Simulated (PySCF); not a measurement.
NMR data simulated for an unnamed compound:

¹H NMR (400 MHz, computed): δ 2.29 (t, 2H), 1.56 (m, 2H), 1.54 (br s, 1H), 0.97 (t, 3H).

¹³C{¹H} NMR (computed): δ 36.1 (CH2), 34.1 (CH2), 17.0 (CH3).

- structure optimised with PBE0-D3(BJ)/def2-TZVP
- σ from GIAO-B97-2/pcSseg-2
- code: PySCF 2.14.0 with density-fitted response routines
- non-relativistic, averaged over atoms made equivalent by symmetry, fast rotation or ring inversion, no solvent model, one computed conformer

Chemical shifts δ = σref − σ; ¹H (31.64 ppm) and ¹³C (185.38 ppm) vs TMS, all at this level.

Problem. Which of these does the molecule contain: a three-membered ring, a C≡C triple bond, a tert-butyl group, a CH3CH2 unit?

Solution. 
- A three-membered ring: no.
- A C≡C triple bond: no.
- A tert-butyl group: no.
- A CH3CH2 unit: yes (δC 17.0, 36.1; δH 0.97 (t), 1.56 (m)).

The data belong to `CCCS`, C$_{3}$H$_{8}$S; they needn't prove each group on their own.

Carbon signals by region: 3 below 50 ppm.

Exchangeable OH/NH protons stand at their gas-phase positions; hydrogen bonding in a real sample shifts them, mostly to higher δ. Shifts are as computed. Against solution values, carbons near 30 ppm lie about +3 ppm off and those near 130 ppm about +7 ppm; carbons on S a further +4 ppm. Of 1211 compounds with measured shifts, 218 miss one by over three times the rms of a fit or turn the order of signals round; such compounds aren't used in these exercises. No couplings were computed; multiplicities are counted from neighbouring protons, with m where these are inequivalent, close in shift, in a saturated or five-membered ring or joined by F or P, and br s for small geminal =CH2 splittings.
